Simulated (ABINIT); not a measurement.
Input of an ABINIT 10.8.3 (patched build) run:

The input run.abi:

```
pp_dirpath "./"
pseudos "Si.upf"

acell 6.8171093202 6.8171093202 6.8171093202
rprim
    -0.6573525500     0.6573525500     0.3684769329
     0.6573525500    -0.6573525500     0.3684769329
     0.6573525500     0.6573525500    -0.3684769329
ntypat 1
znucl 14
natom 2
typat 1 1
chkprim 0
chksymtnons 0
tolsym 1.0e-6
xred
            1/2            1/2            0.0
            1/4            3/4            1/2

ecut 435.382180 eV
ecutsm 0.5

kptopt 1
ngkpt 8 8 8
nshiftk 1
shiftk 0.0 0.0 0.0

ixc 7

nband 8
occopt 3
tsmear 0.05 eV

nstep 80
tolvrs 1.0e-12

iomode 3
prteig 0
prtebands 0
prtwf 0
prtden 0

ionmov 2
optcell 2
ntime 50
tolmxf 2.0e-5
dilatmx 1.08
```

Potentials or basis: PseudoDojo NC SR LDA v0.4.1 standard.

The run is started by

```bash
$ abinit run.abi > log 2>&1
```

**Question.** What does it give for the band gap on the k mesh?

**Answer.** None (metal or under the smearing width).

**Question.** Predict the space group after relaxing (to 0.05 Å).

**Answer.** I4_1/amd (No. 141).

**Question.** Predict the relaxed volume.

**Answer.** 14.84 Å³/atom.

**Question.** Estimate the relaxed cell.

**Answer.** a = 3.595 Å, b = 3.595 Å, c = 3.595 Å, α = 97.87°, β = 97.87°, γ = 136.55°.

The path:
```csv
step,energy change (eV),largest force (eV/Å),pressure (GPa),volume (Å³)
1,0.0000,0.0000,-0.93,29.90
2,-0.0006,0.0000,-0.57,29.82
3,-0.0010,0.0000,0.06,29.67
4,-0.0010,0.0000,0.05,29.67
5,-0.0010,0.0000,0.00,29.69
```
